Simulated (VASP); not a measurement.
Here is a VASP 6.6.1 calculation.

INCAR

```
PREC = Accurate ; ENCUT = 600
EDIFF = 1E-6 ; ISMEAR = 0
SIGMA = 0.1 ; LREAL = False
LASPH = True ; NELM = 100
ALGO = Normal ; ISIF = 3
LWAVE = False ; LCHARG = False
GGA = PS ; IBRION = 2
NSW = 90 ; EDIFFG = -0.04
```

KPOINTS

```
regular mesh
0
Gamma
  8 8 8
```

The input POSCAR:

```
Ti
1.0
   -1.6071749186      1.6071749186      1.6071749186
    1.6071749186     -1.6071749186      1.6071749186
    1.6071749186      1.6071749186     -1.6071749186
Ti
1
Direct
    0.0000000000      0.0000000000      0.0000000000
```

Potentials or basis: VASP PAW PBE potentials, release 64 (Ti_sv).

Run with:

```sh
$ cat potpaw_PBE.64/Ti_sv/POTCAR > POTCAR
$ mpirun -np 1 vasp_std > vasp.out
```

Q: Predict the band gap on the k mesh.

A: None (metal or under the smearing width).

Q: What does it give for the relaxed volume?

A: 16.50 Å³/atom.

Q: What does it give for the space group after relaxing (to 0.05 Å)?

A: Im-3m (No. 229).

Q: What does it give for the relaxed cell?

A: a = 2.778 Å, b = 2.778 Å, c = 2.778 Å, α = 109.47°, β = 109.47°, γ = 109.47°.

The path:
```tsv
step	energy change (eV)	largest force (eV/Å)	pressure (GPa)	volume (Å³)
1	0.0000	0.0000	-0.72	16.61
2	-0.0001	0.0000	0.52	16.43
3	-0.0002	0.0000	0.04	16.50
```

Caveat: the PAW data sets were made with another functional, which shifts forces and pressure a little.
